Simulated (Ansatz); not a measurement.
## GaAs: what the electron mass says about interband coupling

The calculation used DFT r2SCAN, scalar-relativistic, plane waves, PAW in Ansatz.

Cutoff 500 eV; k points 8×8×8 on the computed 2-atom cell (Γ-centred); Gaussian smearing, width 0.02 eV; no spin polarisation.

Relaxed cell: F-43m, a = 5.666 Å, b = 5.666 Å, c = 5.666 Å, α = 90.00°, β = 90.00°, γ = 90.00°, 2 atoms in the primitive cell.

The direct gap at Γ is 0.961 eV, and at Γ the conduction band has a mass of 0.0520 mₑ and the lightest hole 0.0515 mₑ, both along x.

Use two-band k·p theory to get the Kane energy. As an exercise, what mass follows if the true gap is 1.5 times the computed one (semilocal functionals can miss by more, threefold or worse in zinc and cadmium oxides)?

Coupling to the valence top alone gives mₑ/m* = 1 + E_P/E_g, so E_P = E_g (mₑ/m* − 1) = 0.961 × (19.23 − 1) = 17.5 eV. The light hole is the mirror band, mₑ/mₗₕ = E_P/E_g − 1, and gives 19.6 eV; the spread shows what other bands add. Fits to experiment give about 15 to 31 eV for common tetrahedral semiconductors; the figure from the electron is a net one, lowered by higher conduction bands, and semilocal functionals tend to give less. The masses are differences over ±0.02 1/Å, where the band is already less curved, so E_P is about 3 % low. With E_P fixed and E_g = 1.44 eV the mass becomes 0.076 mₑ: in this model the mass grows with the gap, in proportion where E_P ≫ E_g, which is why functionals that close gaps give light electrons. A correction that opens the gap also strengthens the coupling, so the true mass usually rises less. Remote bands and spin-orbit splitting are left out of the model.